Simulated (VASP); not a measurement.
# Li (Im-3m) in VASP: a series of runs

The runs below take Li through single point, with PBE, r2SCAN.

Everything below comes from runs of VASP 6.6.1. Logs are shortened: lines on timing, memory, paths and dates and some standing lists are left out, and cuts for length are marked.

### 1 The structure

The structure is cubic, space group Im-3m (No. 229). The conventional cell has a = 3.509 Å, b = 3.509 Å, c = 3.509 Å, α = 90.00°, β = 90.00°, γ = 90.00°. Li (site symmetry m-3m) has 8 Li at 3.04 Å as nearest neighbours.

### 2 Single point, PBE

File INCAR:

```
SYSTEM = Li
  ALGO = Normal
  EDIFF = 1E-6
  ENCUT = 520
  GGA = PE
  ISIF = 2
  ISMEAR = -1
  LASPH = .TRUE.
  LCHARG = .FALSE.
  LREAL = .FALSE.
  LWAVE = .FALSE.
  NBANDS = 8
  NELM = 100
  PREC = Accurate
  SIGMA = 0.02
```

File KPOINTS:

```
k-points
0
G
  7 7 7
  0 0 0
```

File POSCAR:

```
Li
1.0
   -1.7546500000      1.7546500000      1.7546500000
    1.7546500000     -1.7546500000      1.7546500000
    1.7546500000      1.7546500000     -1.7546500000
Li
1
Direct
    0.0000000000      0.0000000000      0.0000000000
```

Potentials or basis: VASP PAW PBE potentials, release 64 (Li_sv).

Started as:

```console
$ cat potpaw_PBE.64/Li_sv/POTCAR > POTCAR
$ mpirun -np 1 vasp_std > vasp.out
```

OUTCAR:

```text
SYSTEM = Li
   EDIFF = 1E-6
   ENCUT = 520
   GGA = PE
   ISIF = 2
   ISMEAR = -1
   LASPH = .TRUE.
   LREAL = .FALSE.
   NELM = 100
   PREC = Accurate

 ion  position               nearest neighbor table
   1  0.000  0.000  0.000-

  LATTYP: Found a body centered cubic cell.
 ALAT       =     3.5093000000

  Lattice vectors:

 A1 = (  -1.7546500000,   1.7546500000,   1.7546500000)
 A2 = (   1.7546500000,  -1.7546500000,   1.7546500000)
 A3 = (   1.7546500000,   1.7546500000,  -1.7546500000)

Analysis of symmetry for initial positions (statically):
=====================================================================
 Subroutine PRICEL returns:
 Original cell was already a primitive cell.

 Routine SETGRP: Setting up the symmetry group for a
 body centered cubic supercell.

 Subroutine GETGRP returns: Found 48 space group operations
 (whereof 48 operations were pure point group operations)
 out of a pool of 48 trial point group operations.

The static configuration has the point symmetry O_h .

Analysis of symmetry for dynamics (positions and initial velocities):
=====================================================================
 Subroutine PRICEL returns:
 Original cell was already a primitive cell.

 Routine SETGRP: Setting up the symmetry group for a
 body centered cubic supercell.

 Subroutine GETGRP returns: Found 48 space group operations
 (whereof 48 operations were pure point group operations)
 out of a pool of 48 trial point group operations.

The dynamic configuration has the point symmetry O_h .

 Subroutine INISYM returns: Found 48 space group operations
 (whereof 48 operations are pure point group operations),
 and found     1 'primitive' translations

----------------------------------------------------------------------------------------

                                     Primitive cell

  volume of cell :      21.6088

  direct lattice vectors                    reciprocal lattice vectors
    -1.754650000  1.754650000  1.754650000     0.000000000  0.284957114  0.284957114
     1.754650000 -1.754650000  1.754650000     0.284957114  0.000000000  0.284957114
     1.754650000  1.754650000 -1.754650000     0.284957114  0.284957114  0.000000000

  length of vectors
     3.039142950  3.039142950  3.039142950     0.402990215  0.402990215  0.402990215

  position of ions in fractional coordinates (direct lattice)
     0.000000000  0.000000000  0.000000000

  ion indices of the primitive-cell ions
   primitive index   ion index
                 1           1

----------------------------------------------------------------------------------------

 KPOINTS: k-points

Automatic generation of k-mesh.
 Grid dimensions read from file:
 generate k-points for:    7    7    7

 Generating k-lattice:

  Cartesian coordinates                     Fractional coordinates (reciprocal lattice)
     0.000000000  0.040708159  0.040708159     0.142857143  0.000000000  0.000000000
     0.040708159  0.000000000  0.040708159     0.000000000  0.142857143  0.000000000
     0.040708159  0.040708159  0.000000000     0.000000000  0.000000000  0.142857143

  Length of vectors
     0.057570031  0.057570031  0.057570031

  Shift w.r.t. Gamma in fractional coordinates (k-lattice)
     0.000000000  0.000000000  0.000000000

 Subroutine IBZKPT returns following result:
 ===========================================

 Found     20 irreducible k-points:

 Following reciprocal coordinates:
            Coordinates               Weight
  0.000000  0.000000  0.000000      1.000000
  0.142857  0.000000  0.000000     12.000000
  0.285714  0.000000  0.000000     12.000000
  0.428571  0.000000  0.000000     12.000000
  0.142857  0.142857  0.000000     24.000000
  0.285714  0.142857  0.000000     48.000000
[... 12 lines left out ...]
 -0.428571 -0.428571  0.285714      8.000000
 -0.428571  0.428571  0.428571      6.000000
   k-points           NKPTS =     20   k-points in BZ     NKDIM =     20   number of bands    NBANDS=      8
   number of dos      NEDOS =    301   number of ions     NIONS =      1
   total plane-waves  NPLWV =  13824
   dimension x,y,z NGX =    24 NGY =   24 NGZ =   24
   dimension x,y,z NGXF=    48 NGYF=   48 NGZF=   48
   ions per type =               1
   NGX,Y,Z   is equivalent  to a cutoff of  13.13, 13.13, 13.13 a.u.
   NGXF,Y,Z  is equivalent  to a cutoff of  26.26, 26.26, 26.26 a.u.
 SYSTEM =  Li
   PREC   = accura    normal or accurate (medium, high low for compatibility)
   ISTART =      0    job   : 0-new  1-cont  2-samecut
   ICHARG =      2    charge: 1-file 2-atom 10-const
   ISPIN  =      1    spin polarized calculation?
   LNONCOLLINEAR =      F non collinear calculations
   LSORBIT =      F    spin-orbit coupling
   LASPH  =      T    aspherical Exc in radial PAW
   ENCUT  =  520.0 eV  38.22 Ry    6.18 a.u.   5.65  5.65  5.65*2*pi/ulx,y,z
   NELM   =    100;   NELMIN=  2; NELMDL= -5     # of ELM steps
   EDIFF  = 0.1E-05   stopping-criterion for ELM
   LREAL  =      F    real-space projection
   EDIFFG = 0.1E-04   stopping-criterion for IOM
   NSW    =      0    number of steps for IOM
   IBRION =     -1    ionic relax: 0-MD 1-quasi-New 2-CG
   NFREE  =      0    steps in history (QN), initial steepest desc. (CG)
   ISIF   =      2    stress and relaxation
   ISYM   =      2    0-nonsym 1-usesym 2-fastsym
   POTIM  = 0.5000    time-step for ionic-motion
   TEBEG  =    0.0;   TEEND  =   0.0 temperature during run
   PSTRESS=    0.0 pullay stress
   NELECT =       3.0000    total number of electrons
   NUPDOWN=      -1.0000    fix difference up-down
   EMIN   =  10.00;   EMAX   =-10.00  energy-range for DOS
   EFERMI =   0.00;   METHOD = LEGACY
   ISMEAR =    -1;   SIGMA  =   0.02  broadening in eV -4-tet -1-fermi 0-gaus
   EFERMI_NEDOS =   21; number of points for ismear=-14 and -15
   IALGO  =     38    algorithm
   IMIX   =      4    mixing-type and parameters
     AMIX     =   0.40;   BMIX     =  1.00
     AMIX_MAG =   1.60;   BMIX_MAG =  1.00
  volume/ion in A,a.u.               =      21.61       145.82
  Fermi-wavevector in a.u.,A,eV,Ry     =   0.847692  1.601906  9.776898  0.718582
  Thomas-Fermi vector in A             =   1.963238
   LORBIT       =      0    0 simple, 1 ext, 2 COOP (PROOUT), +10 PAW based schemes
   GGA     = PE    functional components
   LHFCALC =     F    Hartree Fock is set to
   AEXX    =    0.0000 exact exchange contribution
   IVDW    =     0    specifies the selected vdW correction
   LEPSILON=     F    determine dielectric tensor
   LRPA    =     F    only Hartree local field effects (RPA)
 non-spin polarized calculation
  energy-cutoff  :      520.00
  volume of cell :       21.61
 maximum number of plane-waves:       603
   NGX = 11   NGY = 11   NGZ = 11

 number of electron       2.9999991 magnetization

 Free energy of the ion-electron system (eV)
  ---------------------------------------------------
  ext. energy  EPLUGINS =         0.00000000
  ---------------------------------------------------
  free energy    TOTEN  =        -1.90270578 eV

  energy without entropy =       -1.90119835  energy(sigma->0) =       -1.90195206

 E-fermi :   0.4188     XC(G=0):  -6.8905

 val. band max:        0.3945314248   @ k =  -0.2857   0.4286   0.1429
 cond. band min:       0.6352534945   @ k =  -0.4286   0.4286   0.1429
 fundamental gap:      0.2407220697
 Fermi energy:         0.4187902915

 k-point     1 :       0.0000    0.0000    0.0000
  band No.  band energies     occupation
      1     -46.1876      2.00000
      2      -3.0246      2.00000
      3      14.4009      0.00000
      4      14.4009      0.00000
      5      14.4010      0.00000
      6      19.0433      0.00000
      7      19.0433      0.00000
      8      19.0434      0.00000

 k-point     2 :       0.1429    0.0000    0.0000
  band No.  band energies     occupation
      1     -46.1847      2.00000
      2      -2.6470      2.00000
      3      12.0267      0.00000
      4      13.0463      0.00000
      5      13.8050      0.00000
      6      16.6302      0.00000
      7      16.7795      0.00000
      8      18.8729      0.00000

 k-point     3 :       0.2857    0.0000    0.0000
  band No.  band energies     occupation
      1     -46.1784      2.00000
      2      -1.5199      2.00000
      3       7.7215      0.00000
      4      11.3786      0.00000
      5      12.6415      0.00000
      6      14.6635      0.00000
      7      16.4470      0.00000
      8      19.6629      0.00000

 k-point     4 :       0.4286    0.0000    0.0000
  band No.  band energies     occupation
      1     -46.1732      2.00000
      2       0.1919      1.99998
      3       4.2461      0.00000
      4      10.4772      0.00000
      5      11.8889      0.00000
      6      13.6736      0.00000
      7      16.7064      0.00000
      8      21.5285      0.00000

 k-point     5 :       0.1429    0.1429    0.0000
  band No.  band energies     occupation
      1     -46.1801      2.00000
      2      -1.8910      2.00000
      3       9.6931      0.00000
      4      10.4227      0.00000
      5      12.2919      0.00000
      6      16.4948      0.00000
      7      16.8761      0.00000
      8      19.3774      0.00000
[... 133 lines left out ...]
 k-point    18 :      -0.4286    0.4286    0.2857
  band No.  band energies     occupation
      1     -46.1668      2.00000
      2       1.9388      0.00000
      3       5.2105      0.00000
      4       6.9332      0.00000
      5      10.3793      0.00000
      6      12.6507      0.00000
      7      14.8395      0.00000
      8      21.0635      0.00000

 k-point    19 :      -0.4286   -0.4286    0.2857
  band No.  band energies     occupation
      1     -46.1649      2.00000
      2       3.9488      0.00000
      3       3.9488      0.00000
      4       5.9609      0.00000
      5      11.2105      0.00000
      6      11.2105      0.00000
      7      13.3582      0.00000
      8      21.9021      0.00000

 k-point    20 :      -0.4286    0.4286    0.4286
  band No.  band energies     occupation
      1     -46.1632      2.00000
      2       3.9743      0.00000
      3       5.9852      0.00000
      4       5.9852      0.00000
      5       8.1964      0.00000
      6      10.0038      0.00000
      7      13.3364      0.00000
      8      25.9565      0.00000

------------------------ aborting loop because EDIFF is reached ----------------------------------------

  FORCE on cell =-STRESS in cart. coord.  units (eV):
  Direction    XX          YY          ZZ          XY          YZ          ZX
  --------------------------------------------------------------------------------------
  -------------------------------------------------------------------------------------
  Total       -0.1151317     -0.1151317     -0.1151317     -0.0000000     -0.0000000     -0.0000000
  in kB       -8.5363870     -8.5363870     -8.5363870     -0.0000000     -0.0000000     -0.0000000
  external PRESSURE =      -8.5363870 kB  Pullay stress =       0.0000000 kB

 VOLUME and BASIS-vectors are now :
 -----------------------------------------------------------------------------
  energy-cutoff  :      520.00
  volume of cell :       21.61
      direct lattice vectors                 reciprocal lattice vectors
    -1.754650000  1.754650000  1.754650000     0.000000000  0.284957114  0.284957114
     1.754650000 -1.754650000  1.754650000     0.284957114  0.000000000  0.284957114
     1.754650000  1.754650000 -1.754650000     0.284957114  0.284957114  0.000000000

 POSITION                                       TOTAL-FORCE (eV/Angst)
 -----------------------------------------------------------------------------------
      0.00000      0.00000      0.00000         0.000000      0.000000     -0.000000
 -----------------------------------------------------------------------------------
    total drift:                                0.000000      0.000000     -0.000000

  FREE ENERGIE OF THE ION-ELECTRON SYSTEM (eV)
  ---------------------------------------------------
  free  energy   TOTEN  =        -1.9027057803 eV

  energy  without entropy=       -1.9011983473  energy(sigma->0) =       -1.90195206
```

Wall time 2.4 s (1 thread of Intel Xeon Platinum 8559C (Emerald Rapids), shared host); peak memory 0.12 GiB.

What came out:

```yaml
Free_energy: -1.9027 eV
Band_gap_on_the_k_mesh: none (metal or under the smearing width)
```

Caveat: the k mesh is coarse (spacing up to 0.36 Å⁻¹), so the values aren't converged; the cutoff is under 1.25 times the usual one of these potentials, so pressure, stress and relaxed cells hold a basis-set (Pulay) error.

### 3 Single point, r2SCAN, collinear spin, typed start

POSCAR is that of step 2.

File INCAR.step1:

```
  PREC = Accurate
  ENCUT = 520
  ISMEAR = 0
  SIGMA = 0.025
  LREAL = False
  LASPH = True
  NELM = 150
  ISPIN = 2
  MAGMOM = 0.5
  NBANDS = 12
  GGA = PE
  ALGO = Normal
  EDIFF = 1E-4
  LWAVE = True
  LCHARG = False
```

File INCAR.step2:

```
  PREC = Accurate
  ENCUT = 520
  EDIFF = 1E-6
  ISMEAR = 0
  SIGMA = 0.025
  LREAL = False
  LASPH = True
  NELM = 150
  ALGO = Normal
  ISIF = 2
  LWAVE = False
  LCHARG = True
  ISPIN = 2
  MAGMOM = 0.5
  LORBIT = 11
  METAGGA = R2SCAN
  LMIXTAU = True
  LELF = True
  LVHAR = True
  NBANDS = 12
  ISTART = 1
```

File KPOINTS:

```
regular mesh
0
Gamma
  11 11 11
```

Potentials or basis: VASP PAW PBE potentials, release 64 (Li_sv).

Started as:

```console
$ cat potpaw_PBE.64/Li_sv/POTCAR > POTCAR
$ cp INCAR.step1 INCAR
$ mpirun -np 1 vasp_std > vasp.out
$ cp INCAR.step2 INCAR
$ mpirun -np 1 vasp_std > vasp.out
```

It took 61 s on 1 thread of Intel Xeon Platinum 8559C (Emerald Rapids), shared host; peak memory 0.15 GiB.

Results (log left out):

* Free energy: -2.3842 eV
* Band gap on the k mesh: none (metal or under the smearing width)
* Net moment: 0.03 μB per cell
* Valence electrons inside the program's atomic spheres: Li 2.04

Levels at points of the mesh, in eV from the Fermi level:
Spin up:
| k point | band 1 | band 2 | band 3 | band 4 | band 5 | band 6 | band 7 |
| --- | --- | --- | --- | --- | --- | --- | --- |
| (0.00, 0.00, 0.00) | -48.22 | -3.87 | 15.50 | 15.50 | 15.50 | 19.65 | 19.65 |
Spin down:
| k point | band 1 | band 2 | band 3 | band 4 | band 5 | band 6 |
| --- | --- | --- | --- | --- | --- | --- |
| (0.00, 0.00, 0.00) | -48.27 | -3.73 | 15.68 | 15.68 | 15.68 | 19.76 |

Caveat: the cutoff is under 1.25 times the usual one of these potentials, so pressure, stress and relaxed cells hold a basis-set (Pulay) error; the PAW data sets were made with another functional, which shifts forces and pressure a little.
